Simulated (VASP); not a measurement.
Here is a VASP 6.6.1 calculation.

File INCAR:

```
  PREC = Accurate
  ENCUT = 900
  EDIFF = 1E-6
  ISMEAR = 0
  SIGMA = 0.02
  LREAL = False
  LASPH = True
  NELM = 80
  ALGO = Fast
  ISIF = 2
  LWAVE = False
  LCHARG = False
  GGA = PS
```

Contents of KPOINTS:

```
regular mesh
0
Gamma
  8 8 8
```

Contents of POSCAR:

```
NaH
1.0
    0.0000000000      2.3939900000      2.3939900000
    2.3939900000      0.0000000000      2.3939900000
    2.3939900000      2.3939900000      0.0000000000
Na H
1 1
Direct
    0.0000000000      0.0000000000      1.0000000000
    0.5000000000      0.5000000000      0.5000000000
```

Potentials or basis: VASP PAW PBE potentials, release 64 (Na_pv, H_h).

Launch:

```bash
$ cat potpaw_PBE.64/Na_pv/POTCAR potpaw_PBE.64/H_h/POTCAR > POTCAR
$ mpirun -np 1 vasp_std > vasp.out
```

Predict the band gap on the k mesh.

3.61 eV, indirect (least direct gap 4.52 eV).

Predict the pressure.

0.1 GPa.

Caveat: the PAW data sets were made with another functional, which shifts forces and pressure a little. As with any semilocal functional, this PBEsol gap is likely too small.
